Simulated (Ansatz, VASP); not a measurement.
## CaF2: VASP beside Ansatz

```
CELL_PARAMETERS angstrom
0.00000 2.73125 2.73125
2.73125 0.00000 2.73125
2.73125 2.73125 0.00000
ATOMIC_POSITIONS crystal
Ca 0.00000 0.00000 0.00000
F 0.25000 0.25000 0.25000
F 0.75000 0.75000 0.75000
```

Alike in both runs: task single point; functional r2SCAN; k mesh 8 × 8 × 8; occupations gaussian, width 0.05 eV; no spin polarisation.

|  | VASP | Ansatz |
| --- | --- | --- |
| version | VASP 6.6.1 | Ansatz 0.2.0 |
| potentials or method | VASP PAW PBE potentials, release 64 (Ca_sv, F) | scalar-relativistic, plane waves, PAW |
| plane-wave cutoff (eV) | 520 | 500 |
| valence electrons in the cell | 24 | 24 |

```csv
,VASP,Ansatz,Ansatz less VASP
gap on the k mesh at the Fermi level (eV),7.94,7.96,+0.010
least direct gap on the mesh (eV),8.20,8.21,+0.011
pressure (GPa),-0.6,-1.1,-0.56
```

Caveats: the PAW data sets were made with another functional, which shifts forces and pressure a little (VASP). A k mesh can miss the band edges. r2SCAN opens gaps a little over a GGA but as a rule still falls short of measured ones.
